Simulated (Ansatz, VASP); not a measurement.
## Bi: VASP beside Ansatz

```
CELL_PARAMETERS angstrom
-1.98143 1.98143 1.98143
1.98143 -1.98143 1.98143
1.98143 1.98143 -1.98143
ATOMIC_POSITIONS crystal
Bi 0.00000 0.00000 0.00000
```

This isn't the form of Bi at room conditions, which is rhombohedral.

Alike in both runs: task single point; functional BLYP; k mesh 9 × 9 × 9; occupations fermi-dirac, width 0.05 eV; no spin polarisation.

|  | VASP | Ansatz |
| --- | --- | --- |
| version | VASP 6.6.1 | Ansatz 0.2.0 |
| potentials or method | VASP PAW PBE potentials, release 64 (Bi_d) | Ansatz PAW |
| plane-wave cutoff (eV) | 520 | 420 |
| valence electrons in the cell | 15 | 15 |

|  | VASP | Ansatz | Ansatz less VASP |
| --- | --- | --- | --- |
| gap on the k mesh at the Fermi level (eV) | none | none | - |
| pressure (GPa) | 5.1 | 5.0 | -0.14 |

A gap of «none» marks a metal or a gap that the smearing closes. The functional is the same, so the differences come from potentials, cutoffs and numerics.

Caveats: spin-orbit coupling is left out, which moves the levels of the heavy elements; the PAW data sets were made with another functional, which shifts forces and pressure a little (VASP); the PAW data sets come from PBE, with cores solved anew for the run's functional, which leaves a small shift of forces and pressure (Ansatz).
